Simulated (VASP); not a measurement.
# MoS2 in VASP: relaxation of cell and atoms with r2SCAN

Aim: the relaxation of cell and atoms of MoS2 with r2SCAN.

Program: VASP 6.6.1. These are calculated values, not measurements. Logs are shortened: lines on timing, memory, paths and dates and some standing lists are left out, and cuts for length are marked.

## 1. The sheet as given

The cell holds a sheet with vacuum, 3 atoms: a = 3.170 Å, b = 3.170 Å, c = 19.120 Å, α = 90.00°, β = 90.00°, γ = 120.00°.

The cell was built by a generator and needn't be a form met in nature.

## 2. Relaxation of cell and atoms, r2SCAN

Contents of INCAR:

```
PREC = Accurate ; ENCUT = 600
EDIFF = 1E-6 ; ISMEAR = 0
SIGMA = 0.03 ; LREAL = F
LASPH = T ; NELM = 120
ALGO = Normal ; ISIF = 3
LWAVE = F ; LCHARG = F
METAGGA = R2SCAN ; LMIXTAU = T
IBRION = 2 ; NSW = 40
EDIFFG = -0.005 ; LATTICE_CONSTRAINTS = .TRUE. .TRUE. .FALSE.
KPAR = 2
```

Contents of KPOINTS:

```
Automatic mesh
0
Gamma
  12 12 1
```

Contents of POSCAR:

```
MoS2
1.0
    3.1700000000      0.0000000000      0.0000000000
   -1.5850000000      2.7453005300      0.0000000000
    0.0000000000      0.0000000000     19.1200000000
S Mo
2 1
Direct
    0.6666670000      0.3333330000      0.4184100400
    0.6666670000      0.3333330000      0.5815899600
    0.3333330000      0.6666670000      0.5000000000
```

Potentials or basis: VASP PAW PBE potentials, release 64 (S, Mo_sv).

The run is started by

```bash
> cat potpaw_PBE.64/S/POTCAR potpaw_PBE.64/Mo_sv/POTCAR > POTCAR
> mpirun -np 2 vasp_std > vasp.out
```

OUTCAR:

```text
PREC = Accurate
   ENCUT = 600
   EDIFF = 1E-6
   ISMEAR = 0
   LREAL = F
   LASPH = T
   NELM = 120
   ISIF = 3
   METAGGA = R2SCAN
   IBRION = 2
   NSW = 40
   EDIFFG = -0.005

 ion  position               nearest neighbor table
   1  0.667  0.333  0.418-   3 2.40   3 2.40   3 2.40
   2  0.667  0.333  0.582-   3 2.40   3 2.40   3 2.40
   3  0.333  0.667  0.500-   1 2.40   2 2.40   1 2.40   2 2.40   1 2.40   2 2.40

  LATTYP: Found a hexagonal cell.
 ALAT       =     3.1700000000
 C/A-ratio  =     6.0315457413

  Lattice vectors:

 A1 = (   3.1700000000,   0.0000000000,   0.0000000000)
 A2 = (  -1.5850000000,   2.7453005300,   0.0000000000)
 A3 = (   0.0000000000,   0.0000000000,  19.1200000000)

Analysis of symmetry for initial positions (statically):
=====================================================================
 Subroutine PRICEL returns:
 Original cell was already a primitive cell.

 Routine SETGRP: Setting up the symmetry group for a
 hexagonal supercell.

 Subroutine GETGRP returns: Found 12 space group operations
 (whereof 12 operations were pure point group operations)
 out of a pool of 24 trial point group operations.

The static configuration has the point symmetry D_3h.

Analysis of symmetry for dynamics (positions and initial velocities):
=====================================================================
 Subroutine PRICEL returns:
 Original cell was already a primitive cell.

 Routine SETGRP: Setting up the symmetry group for a
 hexagonal supercell.

 Subroutine GETGRP returns: Found 12 space group operations
 (whereof 12 operations were pure point group operations)
 out of a pool of 24 trial point group operations.

The dynamic configuration has the point symmetry D_3h.

 Subroutine INISYM returns: Found 12 space group operations
 (whereof 12 operations are pure point group operations),
 and found     1 'primitive' translations

----------------------------------------------------------------------------------------

                                     Primitive cell

  volume of cell :     166.3938

  direct lattice vectors                    reciprocal lattice vectors
     3.170000000  0.000000000  0.000000000     0.315457413  0.182129422  0.000000000
    -1.585000000  2.745300530  0.000000000     0.000000000  0.364258845  0.000000000
     0.000000000  0.000000000 19.120000000     0.000000000  0.000000000  0.052301255

  length of vectors
     3.170000000  3.170000000 19.120000000     0.364258845  0.364258845  0.052301255

  position of ions in fractional coordinates (direct lattice)
     0.666667000  0.333333000  0.418410040
     0.666667000  0.333333000  0.581589960
     0.333333000  0.666667000  0.500000000

  ion indices of the primitive-cell ions
   primitive index   ion index
                 1           1
                 2           2
                 3           3

----------------------------------------------------------------------------------------

 KPOINTS: Automatic mesh

Automatic generation of k-mesh.
 Grid dimensions read from file:
 generate k-points for:   12   12    1

 Generating k-lattice:

  Cartesian coordinates                     Fractional coordinates (reciprocal lattice)
     0.026288118  0.015177452  0.000000000     0.083333333  0.000000000  0.000000000
     0.000000000  0.030354904  0.000000000     0.000000000  0.083333333  0.000000000
     0.000000000  0.000000000  0.052301255     0.000000000  0.000000000  1.000000000

  Length of vectors
     0.030354904  0.030354904  0.052301255

  Shift w.r.t. Gamma in fractional coordinates (k-lattice)
     0.000000000  0.000000000  0.000000000

 Subroutine IBZKPT returns following result:
 ===========================================

 Found     19 irreducible k-points:

 Following reciprocal coordinates:
            Coordinates               Weight
  0.000000  0.000000  0.000000      1.000000
  0.083333  0.000000  0.000000      6.000000
  0.166667 -0.000000  0.000000      6.000000
  0.250000 -0.000000  0.000000      6.000000
  0.333333 -0.000000  0.000000      6.000000
  0.416667 -0.000000  0.000000      6.000000
[... 11 lines left out ...]
  0.333333  0.250000  0.000000     12.000000
  0.333333  0.333333  0.000000      2.000000
   k-points           NKPTS =     19   k-points in BZ     NKDIM =     19   number of bands    NBANDS=     17
   number of dos      NEDOS =    301   number of ions     NIONS =      3
   total plane-waves  NPLWV = 125440
   dimension x,y,z NGX =    28 NGY =   28 NGZ =  160
   dimension x,y,z NGXF=    56 NGYF=   56 NGZF=  320
   ions per type =               2   1
   NGX,Y,Z   is equivalent  to a cutoff of  14.68, 14.68, 13.91 a.u.
   NGXF,Y,Z  is equivalent  to a cutoff of  29.37, 29.37, 27.82 a.u.
 SYSTEM =  unknown system
   PREC   = accura    normal or accurate (medium, high low for compatibility)
   ISTART =      0    job   : 0-new  1-cont  2-samecut
   ICHARG =      2    charge: 1-file 2-atom 10-const
   ISPIN  =      1    spin polarized calculation?
   LNONCOLLINEAR =      F non collinear calculations
   LSORBIT =      F    spin-orbit coupling
   LASPH  =      T    aspherical Exc in radial PAW
   ENCUT  =  600.0 eV  44.10 Ry    6.64 a.u.   6.33  6.33 38.19*2*pi/ulx,y,z
   NELM   =    120;   NELMIN=  2; NELMDL= -5     # of ELM steps
   EDIFF  = 0.1E-05   stopping-criterion for ELM
   LREAL  =      F    real-space projection
   EDIFFG = -.5E-02   stopping-criterion for IOM
   NSW    =     40    number of steps for IOM
   IBRION =      2    ionic relax: 0-MD 1-quasi-New 2-CG
   NFREE  =      1    steps in history (QN), initial steepest desc. (CG)
   ISIF   =      3    stress and relaxation
   ISYM   =      2    0-nonsym 1-usesym 2-fastsym
   POTIM  = 0.5000    time-step for ionic-motion
   TEBEG  =    0.0;   TEEND  =   0.0 temperature during run
   PSTRESS=    0.0 pullay stress
   NELECT =      26.0000    total number of electrons
   NUPDOWN=      -1.0000    fix difference up-down
   EMIN   =  10.00;   EMAX   =-10.00  energy-range for DOS
   EFERMI =   0.00;   METHOD = LEGACY
   ISMEAR =     0;   SIGMA  =   0.03  broadening in eV -4-tet -1-fermi 0-gaus
   EFERMI_NEDOS =   21; number of points for ismear=-14 and -15
   IALGO  =     38    algorithm
   IMIX   =      4    mixing-type and parameters
     AMIX     =   0.40;   BMIX     =  1.00
     AMIX_MAG =   1.60;   BMIX_MAG =  1.00
  volume/ion in A,a.u.               =      55.46       374.29
  Fermi-wavevector in a.u.,A,eV,Ry     =   0.881767  1.666297 10.578695  0.777512
  Thomas-Fermi vector in A             =   2.002307
   LORBIT       =      0    0 simple, 1 ext, 2 COOP (PROOUT), +10 PAW based schemes
   METAGGA = R2SCAN    functional components
   LHFCALC =     F    Hartree Fock is set to
   AEXX    =    0.0000 exact exchange contribution
   IVDW    =     0    specifies the selected vdW correction
   LEPSILON=     F    determine dielectric tensor
   LRPA    =     F    only Hartree local field effects (RPA)
 conjugate gradient relaxation of ions
 non-spin polarized calculation
 Gauss-broadening in eV      SIGMA  =   0.03
  energy-cutoff  :      600.00
  volume of cell :      166.39
 maximum number of plane-waves:      5587
 NGX is ok and might be reduce to    28
   NGX = 13   NGY = 13   NGZ = 77

--------------------------------------- Ionic step        1  -------------------------------------------

 number of electron      25.9999999 magnetization

 Free energy of the ion-electron system (eV)
  ---------------------------------------------------
  ext. energy  EPLUGINS =         0.00000000
  ---------------------------------------------------
  free energy    TOTEN  =       -44.99794785 eV

  energy without entropy =      -44.99794785  energy(sigma->0) =      -44.99794785

------------------------ aborting loop because EDIFF is reached ----------------------------------------

  FORCE on cell =-STRESS in cart. coord.  units (eV):
  Direction    XX          YY          ZZ          XY          YZ          ZX
  --------------------------------------------------------------------------------------
  -------------------------------------------------------------------------------------
  Total        0.3812719      0.3812719     -0.2027123      0.0000000     -0.0000000     -0.0000000
  in kB        3.6712021      3.6712021     -1.9518820      0.0000000     -0.0000000     -0.0000000
  external PRESSURE =       1.7968407 kB  Pullay stress =       0.0000000 kB

 VOLUME and BASIS-vectors are now :
 -----------------------------------------------------------------------------
  energy-cutoff  :      600.00
  volume of cell :      166.39
      direct lattice vectors                 reciprocal lattice vectors
     3.170000000  0.000000000  0.000000000     0.315457413  0.182129422  0.000000000
    -1.585000000  2.745300530  0.000000000     0.000000000  0.364258845  0.000000000
     0.000000000  0.000000000 19.120000000     0.000000000  0.000000000  0.052301255

 POSITION                                       TOTAL-FORCE (eV/Angst)
 -----------------------------------------------------------------------------------
      1.58500      0.91510      8.00000         0.000000      0.000000      0.061028
      1.58500      0.91510     11.12000         0.000000      0.000000     -0.061028
     -0.00000      1.83020      9.56000        -0.000000     -0.000000      0.000000
 -----------------------------------------------------------------------------------
    total drift:                                0.001346     -0.000777      0.000000

  FREE ENERGIE OF THE ION-ELECTRON SYSTEM (eV)
  ---------------------------------------------------
  free  energy   TOTEN  =       -44.9979478505 eV
[... 91 lines left out ...]
 VOLUME and BASIS-vectors are now :
 -----------------------------------------------------------------------------
  energy-cutoff  :      600.00
  volume of cell :      167.88
      direct lattice vectors                 reciprocal lattice vectors
     3.184118637  0.000000000  0.000000000     0.314058650  0.181321846  0.000000000
    -1.592059319  2.757527629  0.000000000    -0.000000000  0.362643692  0.000000000
     0.000000000  0.000000000 19.120000000     0.000000000  0.000000000  0.052301255

 POSITION                                       TOTAL-FORCE (eV/Angst)
 -----------------------------------------------------------------------------------
      1.59206      0.91917      8.00707         0.000000      0.000000      0.010608
      1.59206      0.91917     11.11293         0.000000      0.000000     -0.010608
     -0.00000      1.83835      9.56000        -0.000000     -0.000000     -0.000000
 -----------------------------------------------------------------------------------
    total drift:                                0.001359     -0.000784      0.000000

  FREE ENERGIE OF THE ION-ELECTRON SYSTEM (eV)
  ---------------------------------------------------
  free  energy   TOTEN  =       -45.0001137307 eV

  energy  without entropy=      -45.0001137307  energy(sigma->0) =      -45.00011373

--------------------------------------- Ionic step        5  -------------------------------------------

 number of electron      25.9999999 magnetization

 Free energy of the ion-electron system (eV)
  ---------------------------------------------------
  ext. energy  EPLUGINS =         0.00000000
  ---------------------------------------------------
  free energy    TOTEN  =       -45.00012853 eV

  energy without entropy =      -45.00012853  energy(sigma->0) =      -45.00012853

 E-fermi :  -1.8553     XC(G=0):  -4.0270

 val. band max:       -1.9882510516   @ k =   0.0000   0.0000   0.0000
 cond. band min:      -0.3017893044   @ k =   0.3333   0.3333   0.0000
 fundamental gap:      1.6864617472
 Fermi energy:        -1.8552977025

 k-point     1 :       0.0000    0.0000    0.0000
  band No.  band energies     occupation
      1     -64.8535      2.00000
      2     -38.2654      2.00000
      3     -38.0577      2.00000
      4     -38.0576      2.00000
      5     -16.8258      2.00000
      6     -15.4232      2.00000
[... 9 lines left out ...]
     16       1.1549      0.00000
     17       1.1550      0.00000

 k-point     2 :       0.0833    0.0000    0.0000
  band No.  band energies     occupation
      1     -64.8507      2.00000
      2     -38.2599      2.00000
      3     -38.0851      2.00000
      4     -38.0638      2.00000
      5     -16.7190      2.00000
      6     -15.3817      2.00000
[... 9 lines left out ...]
     16       1.0339      0.00000
     17       1.0832      0.00000
[... 351 lines left out ...]
 VOLUME and BASIS-vectors are now :
 -----------------------------------------------------------------------------
  energy-cutoff  :      600.00
  volume of cell :      167.90
      direct lattice vectors                 reciprocal lattice vectors
     3.184316049  0.000000000  0.000000000     0.314039180  0.181310605  0.000000000
    -1.592158025  2.757698592  0.000000000    -0.000000000  0.362621210  0.000000000
     0.000000000  0.000000000 19.120000000     0.000000000  0.000000000  0.052301255

 POSITION                                       TOTAL-FORCE (eV/Angst)
 -----------------------------------------------------------------------------------
      1.59216      0.91923      8.00772        -0.000000     -0.000000     -0.001173
      1.59216      0.91923     11.11228        -0.000000      0.000000      0.001173
     -0.00000      1.83847      9.56000         0.000000      0.000000      0.000000
 -----------------------------------------------------------------------------------
    total drift:                                0.001358     -0.000784      0.000000

  FREE ENERGIE OF THE ION-ELECTRON SYSTEM (eV)
  ---------------------------------------------------
  free  energy   TOTEN  =       -45.0001285271 eV

  energy  without entropy=      -45.0001285271  energy(sigma->0) =      -45.00012853

 reached required accuracy - stopping structural energy minimisation
```

Run time: 13 min. Hardware: 2 MPI ranks of Intel Xeon 6975P-C (Granite Rapids), shared host; peak memory 0.45 GiB.

Results:

* Free energy: -45.0001 eV
* Relaxed volume: 55.97 Å³/atom
* Relaxed cell: a = 3.184 Å, b = 3.184 Å, c = 19.120 Å, α = 90.00°, β = 90.00°, γ = 120.00°
* Space group after relaxing (to 0.05 Å): P-6m2 (No. 187)
* Energy gained by relaxing: 0.7 meV/atom
* Ionic steps: 5
* Band gap on the k mesh: 1.69 eV, indirect (least direct gap 1.77 eV)

The path:
```tsv
step	energy change (eV)	largest force (eV/Å)	pressure (GPa)	volume (Å³)
1	0.0000	0.0610	0.18	166.39
2	-0.0011	0.1246	-0.30	168.44
3	-0.0016	0.1025	-0.14	167.71
4	-0.0022	0.0106	-0.02	167.88
5	-0.0022	0.0012	0.00	167.90
```

Final structure:
```cif
data_structure
_symmetry_space_group_name_H-M 'P 1'
_symmetry_Int_Tables_number 1
_cell_length_a 3.1843
_cell_length_b 3.1843
_cell_length_c 19.1200
_cell_angle_alpha 90.000
_cell_angle_beta 90.000
_cell_angle_gamma 120.000
_cell_volume 167.90
loop_
_atom_site_label
_atom_site_type_symbol
_atom_site_fract_x
_atom_site_fract_y
_atom_site_fract_z
_atom_site_occupancy
S1 S 0.66667 0.33333 0.41881 1
S2 S 0.66667 0.33333 0.58119 1
Mo1 Mo 0.33333 0.66667 0.50000 1
```

Levels at points of the mesh, in eV from the valence-band top:
```
           k point  band 10  band 11  band 12  band 13  band 14  band 15  band 16  band 17
(0.00, 0.00, 0.00)    -1.91    -1.71    -1.71     0.00     2.88     2.88     3.14     3.14
(0.50, 0.00, 0.00)    -3.43    -2.04    -1.17    -0.70     2.32     2.85     4.16     4.53
```

Caveat: the PAW data sets were made with another functional, which shifts forces and pressure a little.
